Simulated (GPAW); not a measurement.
# ZnO (P6_3/mmc) in GPAW: reference runs

How does ZnO come out in PBE? The cell is run as given.

Everything below comes from runs of GPAW 26.7.0. Logs are shortened: lines on timing, memory, paths and dates and some standing lists are left out, and cuts for length are marked. The log counts tension as positive stress, the text compression.

## Step 1: The structure

It takes space group P6_3/mmc (No. 194, hexagonal). Conventional cell: a = 3.288 Å, b = 3.288 Å, c = 7.130 Å, α = 90.00°, β = 90.00°, γ = 120.00°. Zn (site symmetry -6m2) is surrounded by 3 O at 1.90 Å. O (site symmetry -6m2) has 3 Zn at 1.90 Å as nearest neighbours.

Measurements of this composition are mostly on another form, of space group No. 186.

## Step 2: Single point, PBE

run.py

```python
from ase import Atoms
from ase.dft.bandgap import bandgap
from ase.io import write
from ase.units import GPa
from gpaw import GPAW, PW

atoms = Atoms(['Zn', 'Zn', 'O', 'O'],
              cell=[[3.2879671587, 0.0, 0.0],
                    [-1.6439835793, 2.8474630862, 0.0],
                    [0.0, 0.0, 7.13044135]],
              scaled_positions=[[0.0, 0.0, 0.25],
                                [0.0, 0.0, 0.75],
                                [0.6666666667, 0.3333333333, 0.75],
                                [0.3333333333, 0.6666666667, 0.25]],
              pbc=True)

calc = GPAW(mode=PW(800),
            xc='PBE',
            kpts={'size': (9, 9, 4), 'gamma': True},
            occupations={'name': 'fermi-dirac', 'width': 0.05},
            nbands=31,
            convergence={'density': 1e-05, 'energy': 1e-05},
            maxiter=150,
            txt='gpaw.txt')
atoms.calc = calc
energy = atoms.get_potential_energy()
forces = atoms.get_forces()
stress = atoms.get_stress()
calc.write('gs.gpw')
write('result.traj', atoms)
print(f'Energy: {energy:.6f} eV')
print('Forces (eV/A):')
print(forces.round(4))
print('Stress (GPa):', (stress / GPa).round(3))
print('Fermi level:', round(calc.get_fermi_level(), 4), 'eV')
print(f'Gap: {bandgap(calc)[0]:.4f} eV, direct: {bandgap(calc, direct=True)[0]:.4f} eV')
```

Potentials or basis: GPAW PAW data sets (gpaw-data 1.2.1), pw.

Started as:

```
$ OMP_NUM_THREADS=1 python run.py
```

gpaw.txt:

```text
__  _  _
 | _ |_)|_||  |
 |__||  | ||/\| - 26.7.0

Input parameters:
  mode=PW(ecut=800.0),
  convergence={'density': 1e-05, 'energy': 1e-05},
  kpts=MonkhorstPack(size=(9, 9, 4), gamma=True),
  maxiter=150,
  nbands=31,
  occupations=Occupations(name='fermi-dirac', width=0.05),
  xc=XC(name='PBE')

Diagonalizing LCAO Hamiltonian
Converting LCAO to pw mode

            O
       Zn

         O
       Zn

Atoms  # Å, Bohr magnetons
|   | symbol |         x |        y |        z |    initial magnetic moments |
|---|--------|-----------|----------|----------|-----------------------------|
| 0 |     Zn |  0.000000 | 0.000000 | 1.782610 | ( 0.0000,  0.0000,  0.0000) |
| 1 |     Zn |  0.000000 | 0.000000 | 5.347831 | ( 0.0000,  0.0000,  0.0000) |
| 2 |      O |  1.643984 | 0.949154 | 5.347831 | ( 0.0000,  0.0000,  0.0000) |
| 3 |      O | -0.000000 | 1.898309 | 1.782610 | ( 0.0000,  0.0000,  0.0000) |

Unit cell  # Å
| periodic |         x |        y |        z |  lengths |     angles |
|----------|-----------|----------|----------|----------|------------|
|      yes |  3.287967 | 0.000000 | 0.000000 | 3.287967 |  90.000000 |
|      yes | -1.643984 | 2.847463 | 0.000000 | 3.287967 |  90.000000 |
|      yes |  0.000000 | 0.000000 | 7.130441 | 7.130441 | 120.000000 |

Number of symmetries: 12
Symmetry operations  # r_c * U_cc + t_c -> r_c
|    | kind |            matrix            |
|----|------|------------------------------|
|  0 |  σ   |  1, 1, 0,  0,-1, 0,  0, 0, 1 |
|  1 |  S6  |  1, 1, 0, -1, 0, 0,  0, 0,-1 |
|  2 |  E   |  1, 0, 0,  0, 1, 0,  0, 0, 1 |
|  3 |  C2  |  1, 0, 0, -1,-1, 0,  0, 0,-1 |
|  4 |  C2  |  0, 1, 0,  1, 0, 0,  0, 0,-1 |
|  5 |  C3  |  0, 1, 0, -1,-1, 0,  0, 0, 1 |
|  6 |  S6  |  0,-1, 0,  1, 1, 0,  0, 0,-1 |
|  7 |  σ   |  0,-1, 0, -1, 0, 0,  0, 0, 1 |
|  8 |  σ   | -1, 0, 0,  1, 1, 0,  0, 0, 1 |
|  9 |  i   | -1, 0, 0,  0,-1, 0,  0, 0,-1 |
| 10 |  C3  | -1,-1, 0,  1, 0, 0,  0, 0, 1 |
| 11 |  C2  | -1,-1, 0,  0, 1, 0,  0, 0,-1 |

BZ-sampling:
  Number of BZ points: 324
  Number of IBZ points: 43

  Monkhorst-Pack size: [9, 9, 4]
  Monkhorst-Pack shift: [0.0, 0.0, 0.125]

K-points  # in reciprocal-cell coordinates
|     |                                coordinates |     weight |
|-----|--------------------------------------------|------------|
|   0 | (  0.00000000,   0.00000000,   0.00000000) | 0.00308642 |
|   1 | (  0.00000000,   0.00000000,   0.25000000) | 0.00617284 |
|   2 | (  0.00000000,   0.00000000,   0.50000000) | 0.00308642 |
|   3 | (  0.11111111,   0.00000000,  -0.25000000) | 0.01851852 |
|   4 | (  0.11111111,   0.00000000,   0.00000000) | 0.01851852 |
|   5 | (  0.11111111,   0.00000000,   0.25000000) | 0.01851852 |
|   6 | (  0.11111111,   0.00000000,   0.50000000) | 0.01851852 |
|   7 | (  0.22222222,  -0.11111111,   0.00000000) | 0.01851852 |
|   8 | (  0.22222222,  -0.11111111,   0.25000000) | 0.03703704 |
|   9 | (  0.22222222,  -0.11111111,   0.50000000) | 0.01851852 |
| ... |                                            |            |
|  42 | (  0.44444444,   0.44444444,   0.50000000) | 0.01851852 |

Plane wave coefficients: 3464
Cutoff: 800.0 eV

Spin-components: 1 (collinear spins)
Bands:           31
Projectors:      22
Spin-degeneracy: 2
Datatype:        complex128

Parallelization:
  kpt:    1
  domain: 1
  band:   1

Density:
  Valence electrons: 36.0
  Components: 1
  Grid points: [24 24 48]
  Charge: 0.0  # |e|

Potential:
  Grid points: [24 24 48]

species:
  Zn:
    name:    Zinc
    Z:       30.0
    valence: 12
    core:    18
    charge:  0.0  # [|e|]
    compensation charges:
      type: gauss
      rc: 0.37  # [Å]
      lmax: 2
    cutoffs:
      filter: 2.14  # [Å]
      core: 2.28  # [Å]
    projectors
    | kind |    occ | energy [eV] | rcut [Å] |
    |------|--------|-------------|----------|
    |   4s |  2.000 |      -5.977 |    1.286 |
    |   4p |  0.000 |      -1.117 |    1.270 |
    |   3d | 10.000 |     -10.142 |    1.180 |
    |    s |        |      21.234 |    1.286 |
    |    p |        |      26.095 |    1.270 |
    |    d |        |      17.070 |    1.180 |

    Using partial waves for Zn as LCAO basis

  O:
    name:    Oxygen
    Z:       8.0
    valence: 6
    core:    2
    charge:  0.0  # [|e|]
    compensation charges:
      type: gauss
      rc: 0.21  # [Å]
      lmax: 2
    cutoffs:
      filter: 1.17  # [Å]
      core: 0.83  # [Å]
    projectors
    | kind |    occ | energy [eV] | rcut [Å] |
    |------|--------|-------------|----------|
    |   2s |  2.000 |     -23.961 |    0.688 |
    |   2p |  4.000 |      -9.029 |    0.598 |
    |    s |        |       3.251 |    0.688 |
    |    p |        |      18.182 |    0.598 |
    |    d |        |       0.000 |    0.619 |

    Using partial waves for O as LCAO basis

Reference energy: -101804.357908  # eV

eigensolver:
  PPCG
  Converge bands: occupied
  niter=2

density mixing:
  MSR1-Mixer
  Pratt-step length: 0.05
  Maximum mixing coefficient: 0.75
  Old densities: 10
  SVD Regularization: 0.005
  Good broyden scale: 1.0
  Trust region scale: 1.0
  Backstep threshold: 4.0
  History deletion threshold: 6.0
  Fourier metric: weight=20.0, sigma=0.015

occupation numbers:
  Fermi-Dirac:
    width: 0.0500  # eV

poisson solver:
  ecut: 6400.0  # eV

xc functional:
  name: PBE with 2 nearest neighbor stencil

convergence criteria:
- Maximum integral of absolute [dens]ity change: 1e-05 electrons / valence electron
- Maximum [total energy] change in last 3 cyles: 1e-05 eV / valence electron
- Maximum integral of absolute [eigenst]ate change: 4e-08 eV^2 / valence electron
maximum number of iterations: 150

SCF iterations
|iter     | |      energy | eigst |  dens |
|---------|-|-------------|-------|-------|
|iter:   1| |  -21.562506 | +0.52 |       |
|iter:   2| |  -20.396086 | -1.40 | -0.95 |
|iter:   3| |  -17.634403 | -0.59 | -1.00 |
|iter:   4| |  -17.610157 | -2.75 | -1.57 |
|iter:   5| |  -17.608454 | -2.18 | -1.80 |
|iter:   6| |  -17.608461 | -4.10 | -2.87 |
|iter:   7| |  -17.608567c| -4.78 | -3.20 |
|iter:   8| |  -17.608584c| -5.43 | -3.54 |
|iter:   9| |  -17.608585c| -6.80 | -4.51 |
|iter:  10| |  -17.608585c| -7.57c| -4.86 |
|iter:  11| |  -17.608585c| -8.77c| -5.96c|

Converged in 11 steps
Energy contributions relative to reference atoms: (reference = -101804.357908)

Energy contributions:
  Kinetic:          32.821911
  Coulomb:         -29.672648
  Zero:              0.400833
  External:          0.000000
  Xc:              -21.158677
  Entropy:          -0.000006
  Spinorbit:         0.000000
  ----------------------------
  Free energy:     -17.608588
  Extrapolated:    -17.608585

dipole moment: (-6.161543, -10.672105, 0.000001)  # |e|*Ang

Fermi level: 1.661
Eigenvalues  # (at kpt = [0.000, 0.000, 0.000])
| band index |      eig [eV] | occ [0-2] |
|------------|---------------|-----------|
|          0 |       -16.246 |     2.000 |
|        ... |               |           |
|         10 |        -3.548 |     2.000 |
|         11 |        -3.462 |     2.000 |
|         12 |        -1.989 |     2.000 |
|         13 |        -0.565 |     2.000 |
|         14 |         1.174 |     2.000 |
|         15 |         1.174 |     2.000 |
|         16 |         1.181 |     2.000 |
|         17 |         1.181 |     2.000 |
|         18 |         2.003 |     0.002 |
|         19 |         4.533 |     0.000 |
|         20 |         6.346 |     0.000 |
|         21 |        12.113 |     0.000 |
|         22 |        12.255 |     0.000 |
|         23 |        13.992 |     0.000 |
|         24 |        13.992 |     0.000 |
|         25 |        14.785 |     0.000 |
|        ... |               |           |
|         30 |        20.648 |     0.000 |

Gap: 0.822 eV
Transition (v -> c):
  (s=0, k=0, n=17, [0.00, 0.00, 0.00]) -> (s=0, k=0, n=18, [0.00, 0.00, 0.00])
No difference between direct/indirect transitions

Forces  # eV/Ang
|        x |        y |        z |
|----------|----------|----------|
| -0.00000 | -0.00000 |  0.00003 |  # Zn   0
|  0.00000 |  0.00000 | -0.00003 |  # Zn   1
| -0.00000 |  0.00000 | -0.00002 |  # O    2
|  0.00000 |  0.00000 |  0.00002 |  # O    3

Stress tensor  # eV/Ang^3
|         x |         y |         z |
|-----------|-----------|-----------|
|  0.004587 | -0.000000 |  0.000000 |
| -0.000000 |  0.004587 |  0.000000 |
|  0.000000 |  0.000000 | -0.001110 |

# Writing to gs.gpw (mode='')
```

Run time: 80 s. Hardware: 1 thread of Arm Neoverse V2, shared host; peak memory 0.27 GiB.

Results:

```yaml
Free_energy: -17.6086 eV
Pressure: -0.4 GPa
Band_gap_on_the_k_mesh: 0.82 eV, direct
```

Stress tensor (GPa, compression positive):
```
-0.73  0.00  0.00
 0.00 -0.73  0.00
 0.00  0.00  0.18
```

Caveat: an odd mesh through Γ misses points on the zone boundary, where band edges often lie.
